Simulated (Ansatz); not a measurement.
GePt: from a trial structure to a relaxed crystal

Theory: DFT PBE, scalar-relativistic, plane waves, PAW in Ansatz. Cutoff 420 eV, Γ-centred k mesh, Gaussian smearing, no spin polarisation in the final step.

The start puts GePt on the litharge structure type (P4/nmm, No. 129), with Ge in place of Pb, Pt in place of O, at a guessed volume.

```
CELL_PARAMETERS angstrom
3.73769 0.00000 0.00000
0.00000 3.73769 0.00000
0.00000 0.00000 4.72289
ATOMIC_POSITIONS crystal
Ge 0.00000 0.50000 0.23510
Ge 0.50000 0.00000 0.76490
Pt 0.00000 0.00000 0.00000
Pt 0.50000 0.50000 0.00000
```

Steps on the 6×6×4 mesh (4 atoms). 11 of 12 steps are shown, and the free energy counts from the last. Trial steps that were taken back and renewals of the plane-wave basis can be among the rows.

| step | ΔF (meV/atom) | V (Å³/atom) | P (GPa) | largest force component (eV/Å) |
| --- | --- | --- | --- | --- |
| 1 | 1794.0 | 16.50 | 94.09 | 12.596 |
| 2 | 289.4 | 18.69 | 24.21 | 3.807 |
| 3 | 57.8 | 19.49 | 9.27 | 1.288 |
| 4 | 13.4 | 20.47 | 1.42 | 0.100 |
| 5 | 12.8 | 20.86 | 0.14 | 0.053 |
| 6 | 12.5 | 20.76 | 0.04 | 0.010 |
| 7 | 5.5 | 20.76 | 0.68 | 0.019 |
| 8 | 3.5 | 21.10 | 0.33 | 0.010 |
| 9 | 1.9 | 21.56 | 0.14 | 0.025 |
| 10 | 1.0 | 22.18 | 0.21 | 0.002 |
| 12 | 0.0 | 22.63 | 0.16 | 0.008 |

A final relaxation ran on a 12×12×8 mesh. The relaxed crystal, P4/nmm (No. 129):

```cif
data_structure
_symmetry_space_group_name_H-M 'P4/nmm:1'
_symmetry_Int_Tables_number 129
_cell_length_a 3.9420
_cell_length_b 3.9420
_cell_length_c 5.8090
_cell_angle_alpha 90.000
_cell_angle_beta 90.000
_cell_angle_gamma 90.000
_cell_volume 90.27
loop_
_atom_site_label
_atom_site_type_symbol
_atom_site_symmetry_multiplicity
_atom_site_Wyckoff_symbol
_atom_site_fract_x
_atom_site_fract_y
_atom_site_fract_z
_atom_site_occupancy
Ge1 Ge 2 c 0.00000 0.50000 0.27609 1
Pt1 Pt 2 a 0.00000 0.00000 0.00000 1
```

```
Volume per atom          : 22.6 Å³
Density                  : 9.8 g/cm³
Energy over the elements : -0.23 eV/atom
Gap on the 12×12×8 mesh  : 0 eV (a metal)
```

The zero of energy is the elements' standard structures at the same level; no fitted shifts are applied.

The final run used a 12×12×8 mesh on its 4-atom cell and 0.10 eV smearing. The k mesh leaves about 4 meV/atom of noise in metals. No dispersion correction is applied, so the spacing between layers, chains or molecules is poorly fixed, and with it the volume and density. Spin–orbit coupling is left out.

A structure relaxed within its symmetry needn't be a true minimum.

Cost: 3 runs of about 2 core-minutes in all, on Intel Xeon 6975P-C (Granite Rapids) (shared hosts).